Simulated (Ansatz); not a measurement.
**Worked example: C5H12 + B(CH3)(SH)2 → C4H10S + B(CH3)2(SH)**

Species: C5H12 (isopentane) `CCC(C)C`, singlet; B(CH3)(SH)2, singlet; C4H10S (isobutyl mercaptan) `CC(C)CS`, singlet; B(CH3)2(SH), singlet. The partners trade CH3 for SH: C–CH3 and B–SH bonds give way to C–SH and B–CH3.

Shapes, held fixed at every level: PBE0-D4/def2-TZVP. Flexible molecules stand in one conformer, not always the lowest. Programs: Ansatz 0.2.0. Electronic energies: no zero-point or thermal term.

At CCSD(T)/CBS estimate; 1 Eh = 2625.50 kJ/mol:

| species | energy (Eh) |
| --- | --- |
| C5H12 | -197.504246 |
| B(CH3)(SH)2 | -861.478015 |
| C4H10S | -556.014459 |
| B(CH3)2(SH) | -502.939183 |

Task: Work out ΔE of the reaction at this level.

Result: 
1. Products less reactants: (-556.014459) + (-502.939183) − [(-197.504246) + (-861.478015)] = 0.028619 Eh = +75.1 kJ/mol.

Other levels give +73.4 (wB97M-V/def2-TZVPP) to +77.5 kJ/mol (r2SCAN-D4/def2-TZVPP). No measured value is set beside it here. The CBS estimate extrapolates MP2 from def2-TZVPP and def2-QZVPP and adds CCSD(T) − MP2 in the triple-zeta set, cores frozen.
